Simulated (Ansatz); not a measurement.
Input and command of a calculation in Ansatz (plane waves; scalar-relativistic PAW potentials unless the input names others):

```yaml
crystal:
  lattice:
    - [4.0031396433, 0.0, 0.0]
    - [-2.0015698216, 3.466820626, 0.0]
    - [0.0, 0.0, 4.8594646107]
  atoms:
    - { symbol: Al, position: [0.0, 0.0, 0.0] }
    - { symbol: Al, position: [0.3333333333, 0.6666666667, 0.6477829059] }
    - { symbol: Al, position: [0.6666666667, 0.3333333333, 0.3522170941] }
    - { symbol: Ni, position: [0.3333333333, 0.6666666667, 0.1455709067] }
    - { symbol: Ni, position: [0.6666666667, 0.3333333333, 0.8544290933] }
basis:
  ecutwfc: 420
kpoints:
  mp_grid: { grid: [12, 12, 10] }
hamiltonian:
  xc: pbesol
scf:
  occupations: { method: gaussian, width: 5.0 }
  max_iter: 80
output:
  forces: true
  eigenvalues: true
  stress: true
```

```bash
ansatz run input.yaml --threads 2 --pin off --max-ram 5120MiB --backend cpu --events-out ev --progress --plain --runs-dir out
```

Abridged log:
```
Basis set: ecut = 420 eV, 1325 PW (Γ), exchange–correlation on 54×54×72 points (8 copies of the dense FFT grid, shifted against one another)
Bands: 50, of which v1, the nominal top of the filled ones, is band 23 counted from 1 (22 counted from 0)
Symmetry: 12 space group operations
k-points: 162 of 1440
SCF iter   1: F=—  HF=-13202.496233 eV  |F-HF|=—  |Δ(HF+E_count)|=         —  Δρ=1.32e-1  dr2=1.14e1  ethr=1.77e-3  ⟨swp⟩=10.1  Hψ=49809  notcnv=0
SCF iter   2: F=—  HF=-13201.612392 eV  |F-HF|=—  |Δ(HF+E_count)|=   8.84e-1  Δρ=6.13e-2  dr2=3.20e0  ethr=1.77e-3  ⟨swp⟩=2.3  Hψ=11806  notcnv=0
SCF iter   3: F=—  HF=-13201.174998 eV  |F-HF|=—  |Δ(HF+E_count)|=   4.37e-1  Δρ=1.31e-2  dr2=2.02e-1  ethr=1.77e-3  ⟨swp⟩=1.0  Hψ=8108  notcnv=0
SCF iter   4: F=—  HF=-13201.150268 eV  |F-HF|=—  |Δ(HF+E_count)|=   2.47e-2  Δρ=2.80e-3  dr2=7.79e-3  ethr=4.50e-4  ⟨swp⟩=1.0  Hψ=9388  notcnv=0
SCF iter   5: F=—  HF=-13201.148253 eV  |F-HF|=—  |Δ(HF+E_count)|=   2.01e-3  Δρ=5.49e-4  dr2=4.19e-4  ethr=1.73e-5  ⟨swp⟩=1.0  Hψ=8167  notcnv=0
SCF iter   6: F=—  HF=-13201.148258 eV  |F-HF|=—  |Δ(HF+E_count)|=   5.14e-6  Δρ=2.19e-4  dr2=5.45e-5  ethr=9.32e-7  ⟨swp⟩=2.1  Hψ=11394  notcnv=0
SCF iter   7: F=—  HF=-13201.148209 eV  |F-HF|=—  |Δ(HF+E_count)|=   4.97e-5  Δρ=6.48e-5  dr2=2.89e-6  ethr=1.21e-7  ⟨swp⟩=1.0  Hψ=8100  notcnv=0
SCF iter   8: F=—  HF=-13201.148208 eV  |F-HF|=—  |Δ(HF+E_count)|=   8.95e-7  Δρ=1.71e-5  dr2=1.69e-7  ethr=6.43e-9  ⟨swp⟩=1.0  Hψ=8142  notcnv=0
SCF iter   9: F=-13201.148208 eV  HF=-13201.148208 eV  |F-HF|=9.42e-9  |Δ(HF+E_count)|=   7.58e-8  Δρ=4.59e-6  dr2=1.18e-8  ethr=2.22e-10  ⟨swp⟩=7.1  Hψ=29022  notcnv=0
SCF 1 converged in 9 iterations: F = -13201.148208 eV  dr2 = 1.18e-8
SCF converged after 9 iterations
Free energy (F): -13201.148208 eV
Harris-Foulkes:  -13201.148208 eV  (|F-HF|=9.42e-9)
Internal energy: -13170.215670 eV  (E = F + TS)
E sigma→0 (E₀):  -13185.681939 eV
Entropy (-TS):   -30.932537 eV (-6186.507 meV/atom)
Fermi energy:    12.044815 eV
--- Forces (eV/Å), atoms counted from 1 ---
  atom   1  Al     0.00000000     0.00000000     0.00000000
  atom   2  Al     0.00000000     0.00000000    -0.62297364
  atom   3  Al     0.00000000     0.00000000     0.62297364
  atom   4  Ni     0.00000000     0.00000000     0.49759596
  atom   5  Ni     0.00000000     0.00000000    -0.49759596
--- Stress (GPa, compression-positive) ---
       35.245302       0.000000       0.000000
        0.000000      35.245302       0.000000
        0.000000       0.000000      37.216338
  P = ⅓ Tr σ = 35.9023 GPa (359.023 kbar)
```

Task: Find the fault.

Result: The fault is a smearing of electronvolts (scf.occupations: {"method": "gaussian", "width": 0.15} → {"method": "gaussian", "width": 5.0}, the first being the value of the sound run). Setting it back cures it. The run converged all the same, with an energy at zero smearing 202 meV/atom above the reference's, pressure 35.90 GPa, largest force 0.623 eV/Å, no gap on the mesh, so convergence alone doesn't show that an input is right. A reference run from the same start on usual settings converged with pressure 0.02 GPa, largest force 0.008 eV/Å, no gap on the mesh.

It took 13 s on 2 threads of Intel(R) Xeon(R) Platinum 8375C CPU @ 2.90GHz (Ice Lake), with other jobs on the host, peak memory 0.69 GiB.